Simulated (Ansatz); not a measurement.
## Mg on Au(110): change of the work function: cost of one run

Ansatz 0.2.0; plane-wave DFT, PBE-D3(BJ), Ansatz PAW. The cell holds 6 atoms.

input.yaml reads:

```yaml
crystal:
  lattice:
    - [4.08, 0.0, 0.0]
    - [0.0, 2.8849956672, 0.0]
    - [0.0, 0.0, 25.3182457616]
  atoms:
    - { symbol: Au, position: [0.0, 0.0, 0.3554748652] }
    - { symbol: Au, position: [0.5, 0.5, 0.4124495011] }
    - { symbol: Au, position: [0.0, 0.0, 0.4712673519] }
    - { symbol: Au, position: [0.5, 0.5, 0.5323724062] }
    - { symbol: Au, position: [0.0, 0.0, 0.5857157661] }
    - { symbol: Mg, position: [0.5, 0.5, 0.6445251348] }
kpoints:
  mp_grid: { grid: [7, 10, 1] }
hamiltonian:
  xc: pbe
  dispersion: d3bj
scf:
  occupations: { method: fermi_dirac, width: 0.1 }
  convergence: { dr2_threshold: 1.0e-08 }
efield:
  axis: 3
  dipole_correction: true
  ramp_position: 0.97
  ramp_width: 0.06
relax:
  f_tol: 0.02
  max_steps: 60
  constraints: [{ sites: [0, 1] }]
output:
  bader: true
  write_potential: true
  write_density: true
  volumetric_format: npy
basis:
  xc_grid: 1
```

Command:

```
$ ansatz run input.yaml --threads 4 --pin off --max-ram 12288MiB --backend cpu --events-out ev --progress --plain --runs-dir out
```

The cutoff in use is 420 eV. For reference, a run of the same kind (22 atoms, 9 k-points, 240 bands and 23,313 plane waves; 35 SCF cycles) took 5.7 min and 6.4 GiB on the same hardware.

What time and memory should one allow on 4 threads of Intel Xeon Platinum 8259CL at 2.50GHz (Skylake/Cascade Lake), shared host?

A cutoff of 420 eV is a sphere of radius 10.5 Å⁻¹, so a cell of 298 Å³ holds about V·G³/6π² = 5,824 plane waves. At two electrons a band, the 105 electrons need 53 bands, and 10 more are carried. Symmetry cuts the 7×10×1 mesh from 70 to 24 points. The run has 24 k-points, 63 bands and 5,813 plane waves. Taking the work of a cycle as k-points × spins × bands × plane waves, that is 0.17 times the reference, or 59 s at the reference's 35 cycles. The run needed 40 SCF cycles over 5 ionic steps, which makes it about 68 s. One copy of the wavefunctions takes 0.13 GiB at 16 bytes a coefficient, against 0.75 GiB in the reference; grids, projectors and work arrays come on top. Measured: about 67 s, with a peak of 0.9 GiB. The estimate holds within 25 %.

[Logs are printed without paths, hosts, clocks, repeated set-up lines and the standing remarks that a program may print on its own settings, such as how far it seeks lower states.]

[Hosts, paths, dates, database ids (printed as entryN), source tags and the programs' standing remarks are cut or masked in the printed files.]

[Maps of the electrostatic potential energy from Ansatz leave out the sawtooth potential of an applied field or a dipole correction, so their vacuum need not be flat; planar profiles and work functions include it.]
